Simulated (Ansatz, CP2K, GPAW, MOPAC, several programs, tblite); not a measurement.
**Li2O: cheap methods against density-functional theory**

How much accuracy does each second buy? Li2O is computed with 11 methods, from the cheapest up to r2SCAN.

Computed with MOPAC, tblite, CP2K, GPAW, Ansatz (versions at each run) (no spin polarisation, static lattice; gaps from single points on the cell relaxed beforehand with r²SCAN, unless a step's input says otherwise).

**1. The system as given**

The structure is cubic, space group Fm-3m (No. 225). Conventional cell: a = 4.573 Å, b = 4.573 Å, c = 4.573 Å, α = 90.00°, β = 90.00°, γ = 90.00°. Around O (site symmetry m-3m) lie 8 Li at 1.98 Å. Around Li (site symmetry -43m) lie 4 O at 1.98 Å.

As a file:

```cif
data_structure
_symmetry_space_group_name_H-M 'Fm-3m'
_symmetry_Int_Tables_number 225
_cell_length_a 4.5727
_cell_length_b 4.5727
_cell_length_c 4.5727
_cell_angle_alpha 90.000
_cell_angle_beta 90.000
_cell_angle_gamma 90.000
_cell_volume 95.62
loop_
_atom_site_label
_atom_site_type_symbol
_atom_site_symmetry_multiplicity
_atom_site_Wyckoff_symbol
_atom_site_fract_x
_atom_site_fract_y
_atom_site_fract_z
_atom_site_occupancy
O1 O 4 a 0.00000 0.00000 0.00000 1
Li1 Li 8 c 0.25000 0.75000 0.75000 1
```

The structure type (antifluorite) is imposed and need not be the compound's stable one.

**Question.** The methods are PM6, PM7, GFN1-xTB (tblite), GFN2-xTB (tblite), PBE/DZVP, PBE/single-zeta, PBE/SZV, coarse PBE, GLLB-SC, PBE, r2SCAN. What gap does r2SCAN give on this cell, and which other methods (full PBE left aside) come nearest to r2SCAN and farthest in gap, volume and bulk modulus?

| quantity | value |
| --- | --- |
| r2SCAN | gap 5.77 eV, 7.97 Å³/atom, B₀ 87 GPa |
| gap: nearest and farthest of the other methods | PBE/DZVP (-0.50 eV), PM6 (+6.21 eV) |
| volume: nearest and farthest of the other methods | PM7 (-3.5 %), PBE/DZVP (+4.4 %) |
| bulk modulus: nearest and farthest of the other methods | PBE/DZVP (-9 %), PM7 (+45 %) |

**Reading.** Among the 9 methods compared for the gap (full PBE left aside), PBE/DZVP is nearest to r2SCAN and PM6 farthest. For the volume, of the 2 methods compared (full PBE left aside), PM7 comes nearest to r2SCAN and PBE/DZVP is farthest. For the bulk modulus, of the 2 methods compared (full PBE left aside), PBE/DZVP comes nearest to r2SCAN and PM7 is farthest. A minimal basis or a coarse cutoff and mesh shifts results by its own error, so closeness to r2SCAN can be chance. Cluster runs see only the k-points that fold onto the zone centre, so their gaps can miss the band edges. GLLB-SC is compared with its derivative discontinuity added. No volume is given for PM6, GFN1-xTB (tblite), GFN2-xTB (tblite), PBE/single-zeta, PBE/SZV, coarse PBE, which can hide a larger miss. CPU times run from 0.73 s (coarse PBE) to 1.7 min (PBE/DZVP). On this cell PM6, PM7, GFN1-xTB (tblite), GFN2-xTB (tblite), PBE/DZVP, PBE/single-zeta, PBE/SZV, GLLB-SC cost more than r2SCAN itself (4 s), so they are no saving here. GFN2-xTB (tblite) disagrees with r2SCAN even on whether there is a gap. r2SCAN is a yardstick, not the truth: it usually gives gaps below the measured ones.
